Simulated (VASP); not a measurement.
# Ta (Im-3m) in VASP: a series of runs

One crystal, Ta, is run at these levels: PBE; tasks: relaxation of cell and atoms.

All numbers are computed with VASP 6.6.1; they aren't measurements. Logs are shortened: lines on timing, memory, paths and dates and some standing lists are left out, and cuts for length are marked.

## 1. The structure

It takes space group Im-3m (No. 229, cubic). The conventional cell has a = 3.303 Å, b = 3.303 Å, c = 3.303 Å, α = 90.00°, β = 90.00°, γ = 90.00°. Ta (site symmetry m-3m) has 8 Ta at 2.86 Å as nearest neighbours.

## 2. Relaxation of cell and atoms, PBE

File INCAR:

```
SYSTEM = Ta
PREC = Accurate ; ENCUT = 350
EDIFF = 1E-7 ; ISMEAR = 0
SIGMA = 0.1 ; LREAL = .False.
LASPH = .True. ; NELM = 100
ALGO = Normal ; ISIF = 3
LWAVE = .False. ; LCHARG = .False.
GGA = PE ; IBRION = 2
NSW = 80 ; EDIFFG = -0.002
```

File KPOINTS:

```
regular mesh
0
Gamma
  18 18 18
  0 0 0
```

File POSCAR:

```
Ta
1.0
   -1.6512800000      1.6512800000      1.6512800000
    1.6512800000     -1.6512800000      1.6512800000
    1.6512800000      1.6512800000     -1.6512800000
Ta
1
Direct
    0.0000000000      0.0000000000      0.0000000000
```

Potentials or basis: VASP PAW PBE potentials, release 64 (Ta_pv).

Started as:

```bash
$ cat potpaw_PBE.64/Ta_pv/POTCAR > POTCAR
$ mpirun -np 1 vasp_std > vasp.out
```

OUTCAR:

```text
SYSTEM = Ta
   PREC = Accurate
   ENCUT = 350
   EDIFF = 1E-7
   ISMEAR = 0
   LREAL = .False.
   LASPH = .True.
   NELM = 100
   ISIF = 3
   GGA = PE
   IBRION = 2
   NSW = 80
   EDIFFG = -0.002

 ion  position               nearest neighbor table
   1  0.000  0.000  0.000-

  LATTYP: Found a body centered cubic cell.
 ALAT       =     3.3025600000

  Lattice vectors:

 A1 = (  -1.6512800000,   1.6512800000,   1.6512800000)
 A2 = (   1.6512800000,  -1.6512800000,   1.6512800000)
 A3 = (   1.6512800000,   1.6512800000,  -1.6512800000)

Analysis of symmetry for initial positions (statically):
=====================================================================
 Subroutine PRICEL returns:
 Original cell was already a primitive cell.

 Routine SETGRP: Setting up the symmetry group for a
 body centered cubic supercell.

 Subroutine GETGRP returns: Found 48 space group operations
 (whereof 48 operations were pure point group operations)
 out of a pool of 48 trial point group operations.

The static configuration has the point symmetry O_h .

Analysis of symmetry for dynamics (positions and initial velocities):
=====================================================================
 Subroutine PRICEL returns:
 Original cell was already a primitive cell.

 Routine SETGRP: Setting up the symmetry group for a
 body centered cubic supercell.

 Subroutine GETGRP returns: Found 48 space group operations
 (whereof 48 operations were pure point group operations)
 out of a pool of 48 trial point group operations.

The dynamic configuration has the point symmetry O_h .

 Subroutine INISYM returns: Found 48 space group operations
 (whereof 48 operations are pure point group operations),
 and found     1 'primitive' translations

----------------------------------------------------------------------------------------

                                     Primitive cell

  volume of cell :      18.0104

  direct lattice vectors                    reciprocal lattice vectors
    -1.651280000  1.651280000  1.651280000     0.000000000  0.302795407  0.302795407
     1.651280000 -1.651280000  1.651280000     0.302795407  0.000000000  0.302795407
     1.651280000  1.651280000 -1.651280000     0.302795407  0.302795407  0.000000000
[... 111 lines left out ...]
   LEPSILON=     F    determine dielectric tensor
   LRPA    =     F    only Hartree local field effects (RPA)
 conjugate gradient relaxation of ions
 non-spin polarized calculation
 Gauss-broadening in eV      SIGMA  =   0.10
  energy-cutoff  :      350.00
  volume of cell :       18.01
 maximum number of plane-waves:       276
 NGX is ok and might be reduce to    18
   NGX =  9   NGY =  9   NGZ =  9

--------------------------------------- Ionic step        1  -------------------------------------------

 number of electron      11.0000007 magnetization

 Free energy of the ion-electron system (eV)
  ---------------------------------------------------
  ext. energy  EPLUGINS =         0.00000000
  ---------------------------------------------------
  free energy    TOTEN  =       -11.81225279 eV

  energy without entropy =      -11.80619797  energy(sigma->0) =      -11.80922538

------------------------ aborting loop because EDIFF is reached ----------------------------------------

  FORCE on cell =-STRESS in cart. coord.  units (eV):
  Direction    XX          YY          ZZ          XY          YZ          ZX
  --------------------------------------------------------------------------------------
  -------------------------------------------------------------------------------------
  Total        0.3204072      0.3204072      0.3204072     -0.0000000     -0.0000000      0.0000000
  in kB       28.5030070     28.5030070     28.5030070     -0.0000000     -0.0000000      0.0000000
  external PRESSURE =      28.5030070 kB  Pullay stress =       0.0000000 kB
[... 86 lines left out ...]
  FREE ENERGIE OF THE ION-ELECTRON SYSTEM (eV)
  ---------------------------------------------------
  free  energy   TOTEN  =       -11.8144891501 eV

  energy  without entropy=      -11.8084048162  energy(sigma->0) =      -11.81144698

[... ionic steps 4 to 12 ...]

--------------------------------------- Ionic step       13  -------------------------------------------

 number of electron      11.0000004 magnetization

------------------------ aborting loop because EDIFF is reached ----------------------------------------
[... 65 lines left out ...]
--------------------------------------- Ionic step       15  -------------------------------------------

 number of electron      11.0000004 magnetization

 Free energy of the ion-electron system (eV)
  ---------------------------------------------------
  ext. energy  EPLUGINS =         0.00000000
  ---------------------------------------------------
  free energy    TOTEN  =       -11.81448942 eV

  energy without entropy =      -11.80840544  energy(sigma->0) =      -11.81144743

 E-fermi :   5.3843     XC(G=0): -12.5470

 val. band max:        5.3627825887   @ k =   0.1111   0.1111   0.0000
 cond. band min:       5.3878134589   @ k =   0.3333   0.1667   0.0556
 fundamental gap:      0.0250308702
 Fermi energy:         5.3843499877

 k-point     1 :       0.0000    0.0000    0.0000
  band No.  band energies     occupation
      1     -27.7531      2.00000
      2     -27.7531      2.00000
      3     -27.7531      2.00000
      4      -2.4891      2.00000
      5       6.1102      0.00000
      6       6.1102      0.00000
      7       6.1102      0.00000
      8       9.3346      0.00000
      9       9.3346      0.00000
[... 265 lines left out ...]
 k-point    24 :       0.3889    0.1111    0.0000
  band No.  band energies     occupation
      1     -28.8042      2.00000
      2     -28.1464      2.00000
      3     -27.8089      2.00000
      4       1.4430      2.00000
      5       3.9898      2.00000
      6       5.9926      0.00000
      7       9.0791      0.00000
      8      10.3470      0.00000
      9      13.1373      0.00000

 [... further k-points ...]

------------------------ aborting loop because EDIFF is reached ----------------------------------------

  FORCE on cell =-STRESS in cart. coord.  units (eV):
  Direction    XX          YY          ZZ          XY          YZ          ZX
  --------------------------------------------------------------------------------------
  -------------------------------------------------------------------------------------
  Total        0.0013284      0.0013284      0.0013284     -0.0000000      0.0000000     -0.0000000
  in kB        0.1165248      0.1165248      0.1165248     -0.0000000      0.0000000     -0.0000000
  external PRESSURE =       0.1165248 kB  Pullay stress =       0.0000000 kB
[... 16 lines left out ...]
  FREE ENERGIE OF THE ION-ELECTRON SYSTEM (eV)
  ---------------------------------------------------
  free  energy   TOTEN  =       -11.8144894247 eV

  energy  without entropy=      -11.8084054359  energy(sigma->0) =      -11.81144743

 reached required accuracy - stopping structural energy minimisation
```

It took 31 s on 1 thread of Intel Xeon 6975P-C (Granite Rapids), shared host; peak memory 0.13 GiB.

What came out:

| Property | Result |
| --- | --- |
| Free energy | -11.8145 eV |
| Relaxed volume | 18.27 Å³/atom |
| Relaxed cell | a = 2.874 Å, b = 2.874 Å, c = 2.874 Å, α = 109.47°, β = 109.47°, γ = 109.47° |
| Space group after relaxing (to 0.05 Å) | Im-3m (No. 229) |
| Energy gained by relaxing | 2.2 meV/atom |
| Ionic steps | 15 |
| Pressure after relaxing | 0.0 GPa |
| Band gap on the k mesh | none (metal or under the smearing width) |

The path:
```csv
step,energy change (eV),largest force (eV/Å),pressure (GPa),volume (Å³)
1,0.0000,0.0000,2.85,18.01
2,0.0090,0.0000,-5.94,18.86
3,-0.0022,0.0000,-0.02,18.27
4,-0.0022,0.0000,0.03,18.26
5,-0.0022,0.0000,0.04,18.26
6,-0.0022,0.0000,0.04,18.26
7,-0.0022,0.0000,0.03,18.26
8,-0.0022,0.0000,0.03,18.26
9,-0.0022,0.0000,0.03,18.26
10,-0.0022,0.0000,0.03,18.26
11,-0.0022,0.0000,0.03,18.26
12,-0.0022,0.0000,0.03,18.26
13,-0.0022,0.0000,0.03,18.26
14,-0.0022,0.0000,0.03,18.26
15,-0.0022,0.0000,0.01,18.27
```

Final structure:
```
CELL_PARAMETERS angstrom
-1.65903 1.65903 1.65903
1.65903 -1.65903 1.65903
1.65903 1.65903 -1.65903
ATOMIC_POSITIONS crystal
Ta 0.00000 0.00000 0.00000
```

Spin-orbit coupling is left out, which matters for the levels of Ta. Zero-point motion and thermal expansion aren't in these numbers.

## 3. Relaxation of cell and atoms, PBE

This run uses another cell than the first one, of 18.27 Å³/atom, 1.014 times its volume.

INCAR is that of step 2.

KPOINTS is that of step 2.

File POSCAR:

```
Ta                                      
1.0
   -1.6590306912      1.6590306912      1.6590306912
    1.6590306912     -1.6590306912      1.6590306912
    1.6590306912      1.6590306912     -1.6590306912
  Ta            
     1
Direct
     0.0000000000000000    0.0000000000000000    0.0000000000000000
```

Potentials or basis: VASP PAW PBE potentials, release 64 (Ta_pv).

Started as:

```bash
$ cat potpaw_PBE.64/Ta_pv/POTCAR > POTCAR
$ mpirun -np 1 vasp_std > vasp.out
```

OUTCAR:

```text
SYSTEM = Ta
   PREC = Accurate
   ENCUT = 350
   EDIFF = 1E-7
   ISMEAR = 0
   LREAL = .False.
   LASPH = .True.
   NELM = 100
   ISIF = 3
   GGA = PE
   IBRION = 2
   NSW = 80
   EDIFFG = -0.002

 ion  position               nearest neighbor table
   1  0.000  0.000  0.000-

  LATTYP: Found a body centered cubic cell.
 ALAT       =     3.3180613824

  Lattice vectors:

 A1 = (  -1.6590306912,   1.6590306912,   1.6590306912)
 A2 = (   1.6590306912,  -1.6590306912,   1.6590306912)
 A3 = (   1.6590306912,   1.6590306912,  -1.6590306912)

Analysis of symmetry for initial positions (statically):
=====================================================================
[... 258 lines left out ...]
 fundamental gap:      0.0248118591
 Fermi energy:         5.3832845088

 k-point     1 :       0.0000    0.0000    0.0000
  band No.  band energies     occupation
      1     -27.7545      2.00000
      2     -27.7545      2.00000
      3     -27.7545      2.00000
      4      -2.4896      2.00000
      5       6.1093      0.00000
      6       6.1093      0.00000
      7       6.1093      0.00000
      8       9.3333      0.00000
      9       9.3333      0.00000
[... 265 lines left out ...]
 k-point    24 :       0.3889    0.1111    0.0000
  band No.  band energies     occupation
      1     -28.8051      2.00000
      2     -28.1476      2.00000
      3     -27.8101      2.00000
      4       1.4424      2.00000
      5       3.9892      2.00000
      6       5.9913      0.00000
      7       9.0778      0.00000
      8      10.3455      0.00000
      9      13.1353      0.00000

 [... further k-points ...]

------------------------ aborting loop because EDIFF is reached ----------------------------------------

  FORCE on cell =-STRESS in cart. coord.  units (eV):
  Direction    XX          YY          ZZ          XY          YZ          ZX
  --------------------------------------------------------------------------------------
  -------------------------------------------------------------------------------------
  Total        0.0007759      0.0007759      0.0007759      0.0000000     -0.0000000      0.0000000
  in kB        0.0680502      0.0680502      0.0680502      0.0000000     -0.0000000      0.0000000
  external PRESSURE =       0.0680502 kB  Pullay stress =       0.0000000 kB
[... 16 lines left out ...]
  FREE ENERGIE OF THE ION-ELECTRON SYSTEM (eV)
  ---------------------------------------------------
  free  energy   TOTEN  =       -11.8149866731 eV

  energy  without entropy=      -11.8089008516  energy(sigma->0) =      -11.81194376

 reached required accuracy - stopping structural energy minimisation
```

It took 14 s on 1 thread of Intel Xeon 6975P-C (Granite Rapids), shared host; peak memory 0.13 GiB.

What came out:

```
Free energy                            : -11.8150 eV
Relaxed volume                         : 18.27 Å³/atom
Relaxed cell                           : a = 2.874 Å, b = 2.874 Å, c = 2.874 Å, α = 109.47°, β = 109.47°, γ = 109.47°
Space group after relaxing (to 0.05 Å) : Im-3m (No. 229)
Energy gained by relaxing              : 0.0 meV/atom
Ionic steps                            : 3
Pressure after relaxing                : 0.0 GPa
Band gap on the k mesh                 : none (metal or under the smearing width)
```

Final structure:
```xyz
1
Lattice="-1.6591 1.6591 1.6591 1.6591 -1.6591 1.6591 1.6591 1.6591 -1.6591" Properties=species:S:1:pos:R:3 pbc="T T T"
Ta    0.0000    0.0000    0.0000
```

Levels at points of the mesh, in eV from the Fermi level:
| k point | band 2 | band 3 | band 4 | band 5 | band 6 | band 7 | band 8 | band 9 |
| --- | --- | --- | --- | --- | --- | --- | --- | --- |
| (0.00, 0.00, 0.00) | -33.14 | -33.14 | -7.87 | 0.73 | 0.73 | 0.73 | 3.95 | 3.95 |
| (0.50, 0.00, 0.00) | -33.50 | -33.14 | -4.32 | -1.51 | 1.51 | 3.82 | 4.83 | 7.65 |
| (0.50, 0.50, 0.50) | -33.92 | -33.92 | -3.73 | -3.73 | 6.71 | 6.71 | 6.71 | 8.52 |

The run has no spin-orbit coupling, so splittings on Ta are missing.
